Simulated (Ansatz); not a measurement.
Theory: Ansatz 0.2.0, DFT PBE, scalar-relativistic, plane waves, PAW. Settings: cutoff 420 eV, Γ-centred meshes spaced at most about 0.3 Å⁻¹, and about 0.25 Å⁻¹ or finer for metals (2π included), Gaussian smearing. No spin polarisation in the final relaxations.

These are static total energies at zero pressure.

Compare these two cells of SiNi₃, each relaxed at this level.

A.

```
CELL_PARAMETERS angstrom
-2.33494 2.33494 2.33494
2.33494 -2.33494 2.33494
2.33494 2.33494 -2.33494
ATOMIC_POSITIONS crystal
Si 0.00000 0.00000 0.00000
Ni 0.00000 0.50000 0.50000
Ni 0.50000 0.00000 0.50000
Ni 0.50000 0.50000 0.00000
```

B.

```
CELL_PARAMETERS angstrom
2.37105 1.36893 3.63038
-2.37105 1.36893 3.63038
0.00000 -2.73786 3.63038
ATOMIC_POSITIONS crystal
Si 0.00000 0.00000 0.00000
Ni 0.00000 0.00000 0.50000
Ni 0.50000 0.00000 0.00000
Ni 0.00000 0.50000 0.00000
```

Task: Which form is favoured at zero pressure, and by what margin per atom?

Result: A is lower, by 261 meV/atom. A has space group Im-3m (No. 229), 12.7 Å³/atom and no gap on its mesh; B has space group R-3m (No. 166), 17.7 Å³/atom and no gap. The denser one is the lower, and pressure would at first widen the difference. Even the lower one lies +0.27 eV/atom against the reference forms of the elements (uncorrected), so neither is stable at this level. In A, Si has 6 Ni at 2.33 Å; around Ni lie 2 Si at 2.33 Å and 4 Ni at 2.33 Å. In B, Si has 6 Ni at 2.27 Å; Ni is surrounded by 2 Si at 2.27 Å and 4 Ni at 2.37 Å. Both come from invented guesses. A third cell relaxed alike, in Pm-3m (a cell as deposited in COD), lies 0.73 eV/atom below the lower of the two.

Trial moments died out on the coarse mesh in Im-3m and R-3m; another magnetic start might hold. Cells relaxed within their symmetry can be saddle points.
